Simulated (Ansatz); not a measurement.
Crystal: Zr.

```
Zr
1.0
     3.23200    0.00000    0.00000
    -1.61600    2.79899    0.00000
     0.00000    0.00000    5.14700
Zr
2
Cartesian
  1.6160 0.9330 3.8603
  0.0000 1.8660 1.2868
```

| Quantity | Value |
| --- | --- |
| Program | Ansatz 0.2.0 |
| Task | relaxation of cell and atoms |
| Functional | PBEsol |
| Dispersion | D3(BJ) |
| Potentials or basis | all-electron LAPW, scalar-relativistic |
| Basis error allowed | 0.001 eV/atom |
| k mesh | 9 × 9 × 5 |
| Occupations | fermi-dirac, width 0.05 eV |
| Spin | no spin polarisation |

At the start: volume 23.28 Å³/atom.

Question: How do energy, volume and symmetry change on relaxing?

Answer: Over 7 steps the energy falls by 43.4 meV/atom and the volume is 21.49 Å³/atom (-7.7 %); space group P6_3/mmc (No. 194, to 0.05 Å).

Step by step:
```tsv
step	energy change (eV)	largest force (eV/Å)	volume (Å³)
1	0.0000	0.0000	46.56
2	-0.0317	0.0000	40.43
3	-0.0865	0.0000	43.19
4	-0.0869	0.0000	43.00
5	-0.0869	0.0000	42.98
6	-0.0869	0.0000	42.99
7	-0.0869	0.0000	42.99
```

Final structure:
```yaml
crystal:
  lattice:
    - [3.13026, 0.00000, 0.00000]
    - [-1.56513, 2.71089, 0.00000]
    - [0.00000, 0.00000, 5.06570]
  atoms:
    - { symbol: Zr, position: [0.66667, 0.33333, 0.75000] }
    - { symbol: Zr, position: [0.33333, 0.66667, 0.25000] }
```
